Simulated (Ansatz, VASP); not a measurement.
One calculation of Al, two programs

Contents of INCAR:

```
  PREC = Accurate
  ENCUT = 600
  EDIFF = 1E-7
  ISMEAR = -1
  SIGMA = 0.08
  LREAL = F
  LASPH = T
  NELM = 60
  ALGO = Normal
  ISIF = 3
  LWAVE = F
  LCHARG = F
  GGA = PS
  IBRION = 2
  NSW = 60
  EDIFFG = -0.005
```

Contents of KPOINTS:

```
Automatic mesh
0
Gamma
  18 18 18
```

Contents of POSCAR:

```
Al
1.0
    0.0000000000      2.0251003354      2.0251003354
    2.0251003354      0.0000000000      2.0251003354
    2.0251003354      2.0251003354      0.0000000000
Al
1
Direct
    0.0000000000      0.0000000000      0.0000000000
```

Input for Ansatz:

```yaml
crystal:
  lattice:
    - [0.0, 2.0251003354, 2.0251003354]
    - [2.0251003354, 0.0, 2.0251003354]
    - [2.0251003354, 2.0251003354, 0.0]
  atoms:
    - { symbol: Al, position: [0.0, 0.0, 0.0] }
kpoints:
  mp_grid: { grid: [18, 18, 18] }
scf:
  occupations: { method: fermi_dirac, width: 0.08 }
hamiltonian:
  xc: pbesol
  pseudopotentials: { kind: paw }
output:
  forces: true
  stress: true
  write_density: true
  write_potential: true
  elf: true
  volumetric_format: npy
relax:
  f_tol: 0.005
  max_steps: 40
  cell: {}
```

Alike in both runs: task relaxation of cell and atoms; functional PBEsol; k mesh 18 × 18 × 18; occupations fermi-dirac, width 0.08 eV; no spin polarisation.

|  | VASP | Ansatz |
| --- | --- | --- |
| version | VASP 6.6.1 | Ansatz 0.2.0 |
| potentials or method | VASP PAW PBE potentials, release 64 (Al) | PAW with Ansatz's default frozen-core files, scalar-relativistic |
| plane-wave cutoff (eV) | 600 | 420 |
| valence electrons in the cell | 3 | 3 |

VASP gave:

```
relaxed volume (Å³/atom)                                     : 16.19
relaxed cell length with the largest relative difference (Å) : 2.840
energy change over the relaxation (meV/atom)                 : -3
```

Estimate Ansatz's values.

relaxed volume (Å³/atom): 16.19; relaxed cell length with the largest relative difference (Å): 2.839; energy change over the relaxation (meV/atom): -3.

Caveats: the PAW data sets were made with another functional, which shifts forces and pressure a little (VASP).
